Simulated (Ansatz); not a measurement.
# InAs: band gap under strain

Aim: follow the gap of InAs in the zincblende structure through these states: no strain; +0.5 % strain along z alone; -1.0 % shear in the xy plane. The table at the end shows which levels were run.

The runs shown are made with Ansatz 0.2.0. PAW datasets, plane waves. The values are computed, spin-unpolarised, and not measurements.

### 1 The structure to begin with

The unstrained cell was relaxed with r2SCAN; in each strained cell the atoms were relaxed again with r2SCAN. Names of k-points are those of the unstrained zone, where strain can split equivalent points. First state: no strain.

Space group F-43m (No. 216), cubic; conventional cell a = 6.109 Å, 28.50 Å³ an atom. Near In stand 4 As at 2.65 Å; near As stand 4 In at 2.65 Å.

The structure in full:

```cif
data_structure
_symmetry_space_group_name_H-M 'P 1'
_symmetry_Int_Tables_number 1
_cell_length_a 4.3198
_cell_length_b 4.3198
_cell_length_c 4.3198
_cell_angle_alpha 60.000
_cell_angle_beta 60.000
_cell_angle_gamma 60.000
_cell_volume 57.00
loop_
_atom_site_label
_atom_site_type_symbol
_atom_site_fract_x
_atom_site_fract_y
_atom_site_fract_z
_atom_site_occupancy
In1 In 0.00000 0.00000 0.00000 1
As1 As 0.25000 0.25000 0.25000 1
```

### 2 No strain: PBE

Contents of input.yaml:

```yaml
crystal:
  lattice:
    - [0.0, 3.0545904709, 3.0545904709]
    - [3.0545904709, 0.0, 3.0545904709]
    - [3.0545904709, 3.0545904709, 0.0]
  atoms:
    - { symbol: In, position: [0.0, 0.0, 0.0] }
    - { symbol: As, position: [0.25, 0.25, 0.25] }
kpoints:
  mp_grid: { grid: [8, 8, 8] }
  band_path:
    path:
      - [0.0, 0.0, 0.0]
      - [-0.5, -0.5, 0.0]
      - [-0.375, -0.375, 0.25]
      - [-0.375, 0.0, 0.375]
      - [0.0, 0.0, 0.5]
      - [-0.5, -0.25, 0.25]
    npoints: 1
hamiltonian:
  xc: pbe
scf:
  occupations: { method: fermi_dirac, width: 0.02 }
  n_extra_bands: 4
output:
  forces: true
  stress: true
  eigenvalues: true
  write_density: true
  write_potential: true
  elf: true
  volumetric_format: npy
```

The run is started by

```
$ ansatz run input.yaml --threads 2 --pin off --max-ram 2211MiB --backend cpu --events-out ev --progress --plain --runs-dir out
```

Further steps of the session: No strain: r2SCAN; No strain: HSE06; +0.5 % strain along z alone: PBE; +0.5 % strain along z alone: r2SCAN; +0.5 % strain along z alone: HSE06; -1.0 % shear in the xy plane: PBE; -1.0 % shear in the xy plane: r2SCAN; -1.0 % shear in the xy plane: HSE06.

Before running it: what results should come out?

**Answer**, as computed:

Least gap in eV (negative: overlap), with the change from the unstrained cell in brackets:

| state | volume change (%) | PBE | r2SCAN | HSE06 |
| --- | --- | --- | --- | --- |
| no strain | +0.0 | 0.00 | 0.08 | 0.36 |
| +0.5 % strain along z alone | +0.5 | 0.00 (-0.00) | 0.05 (-0.03) | 0.32 (-0.04) |
| -1.0 % shear in the xy plane | -0.0 | 0.00 (-0.00) | 0.05 (-0.03) | 0.32 (-0.04) |

**Reading.** With HSE06, of the states in the table +0.5 % strain along z alone shifts the gap most, by -0.038 eV. PBE and HSE06 differ by 0.36 eV on the unstrained gap, and by at most 0.04 eV on its change. Under +0.5 % strain along z alone and under -1.0 % shear in the xy plane PBE gives no gap, or under 0.02 eV, while HSE06 has one. Spin-orbit coupling is left out of the table, though the cell holds In (Z = 49); in an element this heavy it can shift bands and gaps by tenths of an eV.
